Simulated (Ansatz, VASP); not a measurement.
**One calculation of C, two programs**

```
C
1.0
     0.00000    1.69645    1.78574
     1.69645    0.00000    1.78574
     1.69645    1.69645    0.00000
C
2
Direct
  0.50000 0.50000 0.50000
  0.75000 0.75000 0.75000
```

Change from the starting cell: strain -0.050 along x and y, +0.000 along z, atoms carried along.

Alike in both runs: task single point; functional PBE; k mesh 12 × 12 × 12; occupations gaussian, width 0.05 eV; no spin polarisation.

|  | VASP | Ansatz |
| --- | --- | --- |
| version | VASP 6.6.1 | Ansatz 0.2.0 |
| potentials or method | VASP PAW PBE potentials, release 64 (C) | scalar-relativistic, plane waves, PAW |
| plane-wave cutoff (eV) | 520 | 420 |
| valence electrons in the cell | 8 | 8 |

|  | VASP | Ansatz | Ansatz less VASP |
| --- | --- | --- | --- |
| gap on the k mesh at the Fermi level (eV) | 3.69 | 3.71 | +0.010 |
| least direct gap on the mesh (eV) | 5.38 | 5.38 | +0.007 |
| pressure (GPa) | 54.8 | 53.7 | -1.10 |
| largest component of the traceless stress (GPa) | 37.10 | 37.14 | +0.040 |

Caveats: so large a pressure means that the cell lies far from this level's equilibrium, or that cutoff or potentials fall short (VASP).
